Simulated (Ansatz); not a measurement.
Reaction (formal exchange of groups at the Si–O bond): `C[SiH2]N[SiH2]O` + `CC(=O)Cl` → `C[SiH2]N[SiH2]Cl` + `CC(=O)O`

Calculated with Ansatz (gas phase, PBE0-D4/def2-TZVP geometries, no zero-point term in ΔE). CCSD(T)/CBS is the MP2 limit (def2-TZVPP, def2-QZVPP) plus CCSD(T) − MP2 in def2-TZVPP, frozen cores. Functionals use def2-TZVPP. One conformer a species, not always the lowest.

```json
{"level": "ωB97M-V", "ΔE (eV)": "-0.52"}
{"level": "B2PLYP", "ΔE (eV)": "-0.44"}
{"level": "PBE", "ΔE (eV)": "-0.46"}
{"level": "MP2/def2-TZVPP", "ΔE (eV)": "-0.44"}
{"level": "SCS-MP2/def2-TZVPP", "ΔE (eV)": "-0.43"}
{"level": "HF/def2-QZVPP", "ΔE (eV)": "-0.62"}
{"level": "HF/CBS(def2)", "ΔE (eV)": "-0.62"}
{"level": "CCSD/CBS(def2)", "ΔE (eV)": "-0.49"}
```

What does CCSD(T)/CBS give? (An estimate is asked.)

Computed: -0.46 eV. The listed levels differ from it by -0.06, 0.02, 0.00, 0.02, 0.03, -0.16, -0.16, -0.03 eV.

Largest T1 diagnostic among the species: 0.015.

In def2-TZVPP, CCSD(T) changes the Hartree–Fock value by +0.17 eV (the triples alone add +0.03 eV) and MP2 by +0.19 eV. From PBE to PBE0 (25 % exact exchange), in def2-TZVPP and without D4, ΔE moves by −0.08 eV.

CCSD(T)/CBS has its own doubt, a few kJ/mol and more with outer-core shells, so smaller differences from it don't rank the levels.
